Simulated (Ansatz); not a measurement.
**TiO2 (C2/c): equation of state with a fit**

Where is the equilibrium volume of TiO2 (C2/c), and how stiff is it? A script is to give an equation of state with a fit; the system is TiO2 (C2/c).

Computed with Ansatz 0.2.0, driven from Python. Level of theory: DFT PBEsol, plane waves, PAW.

### Step 1. The system

The structure is monoclinic, space group C2/c (No. 15). Conventional cell: a = 5.412 Å, b = 5.413 Å, c = 5.472 Å, α = 90.00°, β = 118.77°, γ = 90.00°. Around Ti (site symmetry 2) lie 6 O at 1.93 to 2.00 Å. Around O (site symmetry 1) lie 3 Ti at 1.93 to 2.00 Å.

The script holds or builds the structure itself.

### Step 2. The script

Contents of tio2_eos.py:

```python
"""Equation of state of TiO2."""

import ansatz as az
from ase.eos import EquationOfState
from ase.units import GPa
import numpy as np

vectors0 = np.array([
    [2.706034, -2.706655, 0.0],
    [2.706034, 2.706655, 0.0],
    [-2.633531, 0.0, 4.796637],
])
sites = [
    ("Ti", (0.13411, 0.86589, 0.25)),
    ("Ti", (0.86589, 0.13411, 0.75)),
    ("O", (0.331221, 0.088755, 0.667149)),
    ("O", (0.668779, 0.911245, 0.332851)),
    ("O", (0.911245, 0.668779, 0.832851)),
    ("O", (0.088755, 0.331221, 0.167149)),
]


def build(cell):
    crystal = az.Crystal(lattice=az.Lattice.of(cell))
    for symbol, position in sites:
        crystal = crystal.atom(symbol, position)
    return crystal


def main() -> None:
    # scale the volume, keep shape and fractions
    volumes, energies, pressures = [], [], []
    for scale in np.linspace(0.9, 1.1, 9):
        cell = vectors0 * scale ** (1 / 3)
        model = (
            build(cell).calculation()
            .basis(550)
            .occupations("Fixed")
            .functional("PBEsol")
            .kpoints(5, 5, 4)
            .stress()
        )
        rep = model.run().report
        volumes.append(abs(np.linalg.det(cell)) / len(sites))
        energies.append(rep["free_energy_ev"] / len(sites))
        pressures.append(np.trace(rep["stress_gpa"]) / 3)
        print(f"V = {volumes[-1]:8.4f} A^3/atom  F = {energies[-1]:.5f} eV/atom  P = {pressures[-1]:8.3f} GPa")

    eos = EquationOfState(volumes, energies, eos="vinet")
    v0, e0, bulk = eos.fit()
    print(f"V0 = {v0:.4f} A^3/atom, E0 = {e0:.5f} eV/atom, B = {bulk / GPa:.1f} GPa")
    eos.plot("eos.png")


if __name__ == "__main__":
    main()
```

### Step 3. The run

Launch:

```bash
$ python tio2_eos.py
```

The program printed:

```text
V =  10.5396 A^3/atom  F = -1199.91966 eV/atom  P =   17.626 GPa
V =  10.8324 A^3/atom  F = -1199.94474 eV/atom  P =    9.997 GPa
V =  11.1251 A^3/atom  F = -1199.95679 eV/atom  P =    3.339 GPa
V =  11.4179 A^3/atom  F = -1199.95746 eV/atom  P =   -2.472 GPa
V =  11.7107 A^3/atom  F = -1199.94821 eV/atom  P =   -7.542 GPa
V =  12.0034 A^3/atom  F = -1199.93029 eV/atom  P =  -11.965 GPa
V =  12.2962 A^3/atom  F = -1199.90483 eV/atom  P =  -15.818 GPa
V =  12.5890 A^3/atom  F = -1199.87279 eV/atom  P =  -19.172 GPa
V =  12.8817 A^3/atom  F = -1199.83503 eV/atom  P =  -22.088 GPa
V0 = 11.2886 A^3/atom, E0 = -1199.95847 eV/atom, B = 222.2 GPa
```

Wall time 41 s (1 thread of Arm Neoverse V2, shared host); peak memory 0.46 GiB.

Lines on the test bed's own set-up are left out of the output.

### Step 4. The engine's runs

The 9 runs, in the order started:

```csv
run,volume (Å³/atom),energy from run 4 (meV/atom),pressure (GPa),gap on the mesh (eV),SCF cycles,CPU time (s)
1,10.540,37.80,17.63,2.23,7,4.2
2,10.832,12.72,10.00,2.18,7,4.2
3,11.125,0.67,3.34,2.12,7,4.4
4,11.418,0.00,-2.47,2.06,7,4
5,11.711,9.25,-7.54,2.01,7,4.1
6,12.003,27.17,-11.96,1.95,7,4.1
7,12.296,52.63,-15.82,1.90,8,4.5
8,12.589,84.67,-19.17,1.85,8,4.5
9,12.882,122.43,-22.09,1.80,8,4.7
```

### Step 5. What came out

```
                      quantity            value
                 runs compared                9
               range of energy  122.43 meV/atom
lowest point, volume (Å³/atom)           11.418
      equilibrium volume (fit)    11.29 Å³/atom
            bulk modulus (fit)          222 GPa
```

What this shows: A third-order Birch-Murnaghan fit through the 9 points (the script's own form differs a little) has its minimum at 11.29 Å³ an atom, 3.6 % below the typed cell, with a bulk modulus of 222 GPa and dB/dP = 4.3. From that minimum the energy rises by 38.8 meV an atom on the compressed side and 123.4 meV on the expanded side. No spin polarisation was allowed. Shape and fractional positions are held along the curve, so the bulk modulus is an upper value where they are free to relax. Pressure is positive in compression. At these settings the cell as given stands under about -8 GPa, so it isn't at this functional's equilibrium volume. The structure comes from a database of computed cells and needn't be a stable or known phase.
